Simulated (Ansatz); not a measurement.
This is a single-point calculation with the plane-wave code Ansatz on a 3-atom cell of Se (P3_121) from a materials database; the level of theory is PBE0. The cell was relaxed beforehand with r2SCAN+rVV10.

Input (YAML):
```yaml
crystal:
  lattice:
    - [4.2926573531, 0.0, 0.0]
    - [-2.1463286765, 3.7175503175, 0.0]
    - [0.0, 0.0, 5.0408504863]
  atoms:
    - { symbol: Se, position: [0.2284670354, 0.0, 0.3333333333] }
    - { symbol: Se, position: [0.0, 0.2284670354, 0.6666666667] }
    - { symbol: Se, position: [0.7715329646, 0.7715329646, 0.0] }
kpoints:
  mp_grid: { grid: [6, 6, 4] }
  band_path:
    path:
      - [0.0, 0.0, 0.0]
      - [0.5, 0.0, 0.0]
      - [0.3333333333, 0.3333333333, 0.0]
      - [0.0, 0.0, 0.5]
      - [0.5, 0.0, 0.5]
      - [0.3333333333, 0.3333333333, 0.5]
      - [0.161458, 0.419271, -0.5]
      - [0.35, 0.3, 0.5]
    npoints: 1
hamiltonian:
  xc: pbe0
scf:
  occupations: { method: fixed }
  n_extra_bands: 4
output:
  forces: true
  stress: true
  eigenvalues: true
```

Run as `ansatz run input.yaml --threads 4 --pin off --max-ram 7372MiB --backend cpu --events-out ev --progress --plain --runs-dir out`. It took 64 s on 4 threads of Arm Neoverse V2, with other jobs on the host; peak host memory 1.7 GiB.

Abridged output:
```
scf.n_extra_bands = 4 over 24 filled bands (N_el = 48.0): the run solves 28 bands
Functional definition: PBE0
Crystal: 3 atoms, lattice volume = 80.443 Å³
Basis set: ecut = 420 eV, 1547 PW (Γ)
Symmetry: 6 space group operations
Space group: P3121 (ITA 152)
k-points: 24 of 144 (time reversal used)
preconditioner: auto → none  [insulator: Δε(μ)=2.090 eV  ℏωp=17.6 eV]
hybrid outer 1: dexx = +2.989e-2 eV, tail = 4.92e-4 eV
hybrid outer 2: dexx = +2.445e-6 eV, tail = 1.48e-7 eV, Δε = 4.85e-3 eV, ΔF = 1.85e-2 eV/Å
hybrid outer 3: dexx = +2.255e-9 eV, tail = 1.34e-9 eV, Δε = 6.00e-5 eV, ΔF = 7.19e-4 eV/Å
NSCF: frozen V_eff on 8 k-points
Free energy (F): -16411.181597 eV
Fermi energy:    6.295520 eV
--- Per-component energies (eV) ---
  E_band       = -1385.139007
  E_kinetic    = 348.734155
  E_local      = -7631.782301
  E_nonlocal   = -1783.864614
  E_hartree    = 3742.501622
  E_xc         = -238.995751
  E_vxc        = -225.252399
  E_exx        = -224.010398
  E_paw        = -5582.694189
  E_vpaw       = 870.045310
  E_ewald      = -5037.781607
  E_core_change = -3.286733
--- Forces (eV/Å), atoms counted from 1 ---
  atom   1  Se    -0.27776      0.00000      0.00000
  atom   2  Se      0.13888    -0.24055      0.00000
  atom   3  Se      0.13888      0.24055      0.00000
--- Stress (GPa, compression-positive) ---
        0.627239       0.000000       0.000000
        0.000000       0.627239       0.000000
        0.000000       0.000000      -1.099649
  P = ⅓ Tr σ = 0.0516 GPa (0.516 kbar)
```

bands.tsv, columns around the gap (it counts bands from 0):
```tsv
# k_distance	band_19	band_20	band_21	band_22	band_23	band_24	band_25	band_26	band_27
# fermi_ev = 6.295520
# [0, 0, 0] at k_distance = 0.000000
# [0.5, 0, 0] at k_distance = 0.845071
# [0.3333333333, 0.3333333333, 0] at k_distance = 1.332972
# [0, 0, 0.5] at k_distance = 2.490817
# [0.5, 0, 0.5] at k_distance = 3.335888
# [0.3333333333, 0.3333333333, 0.5] at k_distance = 3.823789
# [0.161458, 0.419271, -0.5] at k_distance = 5.095377
# [0.35, 0.3, 0.5] at k_distance = 6.372715
# levels_relative_to = fermi_ev
0.000	-4.006	-4.006	-2.340	-2.340	-0.615	3.288	3.288	3.728	7.805
0.845	-5.155	-3.879	-3.372	-1.937	-1.219	3.274	3.726	5.821	6.591
1.333	-5.508	-3.243	-3.243	-2.942	-2.081	4.642	4.642	5.370	7.438
2.491	-3.559	-3.559	-1.770	-1.770	-1.495	2.578	2.620	2.620	7.662
3.336	-4.852	-4.627	-2.232	-1.719	0.000	2.905	4.269	4.416	7.783
3.824	-5.577	-5.577	-1.286	-0.197	-0.197	2.201	4.203	4.203	8.313
5.095	-5.224	-5.135	-1.479	-1.351	0.011	2.644	4.225	4.319	7.906
6.373	-5.576	-5.543	-1.293	-0.319	-0.124	2.229	4.190	4.222	8.284
```
In order the rows are Γ, M, K, A, L, H, L–H (0.48), L–H (0.90).

PBE0 gives an indirect gap of 2.19 eV, from L–H (0.48 of the way from L) to H; the least direct gap is 2.35 eV at L–H (0.90 of the way from L). The mean stress is close to zero (0.1 GPa). (The program warns that its thresholds are loose for a hybrid's stress.) The largest force is 0.28 eV/Å.

No spin polarisation and no zero-point or thermal motion.

The runs are scalar-relativistic, without spin-orbit coupling.

The meshes of the hybrids are coarse, so their gaps aren't converged to the digits shown.
